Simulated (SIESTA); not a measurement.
GaSb:

```
Sb Ga
1.0
     0.00000    3.05900    3.05900
     3.05900    0.00000    3.05900
     3.05900    3.05900    0.00000
Sb Ga
1 1
Direct
  0.75000 0.75000 0.75000
  0.00000 0.00000 0.00000
```

Base run:

* Program: SIESTA 5.4.2
* Functional: BLYP
* Potentials or basis: PseudoDojo 0.4 standard (PBE files)
* Basis: DZP (energy shift 0.002 Ry; radii capped at 9.5 bohr)
* Grid cutoff: 800 Ry
* Energy shift: 0.002 Ry
* k mesh: 8 × 8 × 8
* Occupations: fermi-dirac, width 0.05 eV
* Spin: no spin polarisation

Its results: band gap on the k mesh none (metal or under the smearing width); pressure 6.3 GPa.

The run is repeated on the same cell with these changes: functional from BLYP to RPBE. What comes out?

Band gap on the k mesh 0.21 eV, direct; pressure 5.1 GPa.

Caveats: semicore shells carry a single zeta, which can move pressures by several GPa and volumes by a few percent; the potentials were made for another functional, which shifts forces and pressure; spin-orbit coupling is left out, which moves the levels of the heavy elements; the basis of atomic orbitals isn't converged, which shifts pressures, moduli and gaps.
